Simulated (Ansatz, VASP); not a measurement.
**One calculation of SiC2, two programs**

INCAR

```
SYSTEM = SiC2
PREC = Accurate ; ENCUT = 520
EDIFF = 1E-7 ; ISMEAR = 0
SIGMA = 0.1 ; LREAL = .FALSE.
LASPH = .TRUE. ; NELM = 100
ALGO = Fast ; ISIF = 2
LWAVE = .FALSE. ; LCHARG = .TRUE.
GGA = PE ; LELF = .TRUE.
LVHAR = .TRUE. ; NBANDS = 21
```

File KPOINTS:

```
regular mesh
0
G
  16 10 4
  0 0 0
```

Contents of POSCAR:

```
SiC2
1.0
    2.4564090575      0.0000000000     -0.0153115176
    0.0000000000      4.2423977480      0.0000000000
   -0.7258025414      0.0000000000      9.7757319897
Si C
2 4
Direct
    0.7382137609      0.0000000000      0.9376672452
    0.7790059276      0.5000000000      0.0629259184
    0.4957038829      0.1667422473      0.4998908308
    0.9956813070      0.6667436909      0.4998120902
    0.9956813070      0.3332563091      0.4998120902
    0.4957038829      0.8332577527      0.4998908308
```

Input for Ansatz:

```yaml
crystal:
  lattice:
    - [2.4564090575, 0.0, -0.0153115176]
    - [0.0, 4.242397748, 0.0]
    - [-0.7258025414, 0.0, 9.7757319897]
  atoms:
    - { symbol: Si, position: [0.7382137609, 0.0, 0.9376672452] }
    - { symbol: Si, position: [0.7790059276, 0.5, 0.0629259184] }
    - { symbol: C, position: [0.4957038829, 0.1667422473, 0.4998908308] }
    - { symbol: C, position: [0.995681307, 0.6667436909, 0.4998120902] }
    - { symbol: C, position: [0.995681307, 0.3332563091, 0.4998120902] }
    - { symbol: C, position: [0.4957038829, 0.8332577527, 0.4998908308] }
basis:
  ecutwfc: 420
kpoints:
  mp_grid: { grid: [16, 10, 4] }
  band_path:
    path:
      - [0.0, 0.0, 0.0]
      - [0.0, 0.5, 0.0]
      - [0.0, 0.5, 0.5]
      - [0.0, 0.0, 0.5]
      - [0.0, 0.0, 0.0]
      - [-0.5, 0.0, 0.5]
      - [-0.5, 0.5, 0.5]
      - [0.0, 0.5, 0.0]
      - [-0.5, 0.5, 0.0]
      - [-0.5, 0.0, 0.0]
      - [0.0, 0.0, 0.0]
    npoints: 14
hamiltonian:
  xc: pbe
scf:
  occupations: { method: gaussian, width: 0.1 }
  n_extra_bands: 15
output:
  forces: true
  stress: true
  eigenvalues: true
  populations: true
  dos: { projected: true, de: 0.02, nscf_kmesh: { grid: [20, 12, 5] } }
  bader: true
  write_density: true
  write_potential: true
  elf: true
  volumetric_format: npy
```

The cell was built by a generator and needn't be a form met in nature.

Alike in both runs: task single point; functional PBE; k mesh 16 × 10 × 4; occupations gaussian, width 0.1 eV; no spin polarisation.

```csv
,VASP,Ansatz
version,VASP 6.6.1,Ansatz 0.2.0
potentials or method,"VASP PAW PBE potentials, release 64 (Si, C)","scalar-relativistic, plane waves, PAW"
plane-wave cutoff (eV),520,420
valence electrons in the cell,24,24
```

Ansatz gave:

```
gap on the k mesh at the Fermi level (eV)       : none
pressure (GPa)                                  : 0.0
largest component of the traceless stress (GPa) : 0.03
```

Q: Estimate VASP's values.

A: gap on the k mesh at the Fermi level (eV): none; pressure (GPa): 0.2; largest component of the traceless stress (GPa): 0.16.

A gap of «none» marks a metal or a gap that the smearing closes.

Caveats: this functional lacks dispersion, which binds the layers, so the pressure and a relaxed spacing across them are unreliable.
